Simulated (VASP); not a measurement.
A run of VASP 6.6.1:

INCAR

```
SYSTEM = Ru
PREC = Accurate ; ENCUT = 520
EDIFF = 1E-6 ; ISMEAR = -1
SIGMA = 0.05 ; LREAL = .FALSE.
LASPH = .TRUE. ; NELM = 150
ALGO = Fast ; ISIF = 2
LWAVE = .FALSE. ; LCHARG = .TRUE.
ISPIN = 2 ; MAGMOM = 1 1
LORBIT = 11 ; LMAXMIX = 4
GGA = PE ; LELF = .TRUE.
LVHAR = .TRUE. ; NBANDS = 25
```

KPOINTS

```
regular mesh
0
G
  16 16 16
  0 0 0
```

Contents of POSCAR:

```
Ru
1.0
    0.0000000000      2.7271721146      2.7271721146
    2.7271721146      0.0000000000      2.7271721146
    2.7271721146      2.7271721146      0.0000000000
Ru
2
Direct
    0.1250000000      0.1250000000      0.1250000000
    0.8750000000      0.8750000000      0.8750000000
```

Potentials or basis: VASP PAW PBE potentials, release 64 (Ru_pv).

The run is started by

```sh
$ cat potpaw_PBE.64/Ru_pv/POTCAR > POTCAR
$ mpirun -np 1 vasp_std > vasp.out
```

Hardware: 1 thread of AMD EPYC 9R45 (Zen 5) (shared host).

Estimate the wall time of this run.

Run time: 3.1 min on 1 thread of AMD EPYC 9R45 (Zen 5), on a shared host, peak memory 0.29 GiB. Counts: scf iterations 14, k points 145.
